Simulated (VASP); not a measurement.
Here is a VASP 6.6.1 calculation.

Contents of INCAR:

```
SYSTEM = Na
PREC = Accurate ; ENCUT = 520
EDIFF = 1E-6 ; ISMEAR = 0
SIGMA = 0.15 ; LREAL = .FALSE.
LASPH = .TRUE. ; NELM = 100
ALGO = Fast ; ISIF = 2
LWAVE = .FALSE. ; LCHARG = .FALSE.
NBANDS = 10
```

Contents of KPOINTS:

```
Automatic mesh
0
G
  18 18 18
  0 0 0
```

File POSCAR:

```
Na
1.0
   -1.8102542474      1.8102542474      2.5420818476
    1.8102542474     -1.8102542474      2.5420818476
    1.8102542474      1.8102542474     -2.5420818476
Na
1
Direct
    0.0000000000      0.0000000000      0.0000000000
```

Potentials or basis: VASP PAW LDA potentials, release 64 (Na_pv).

Launch:

```bash
$ cat potpaw_LDA.64/Na_pv/POTCAR > POTCAR
$ mpirun -np 1 vasp_std > vasp.out
```

Question: Predict the band gap on the k mesh.

Answer: None (metal or under the smearing width).

Question: Estimate the pressure.

Answer: -0.1 GPa.
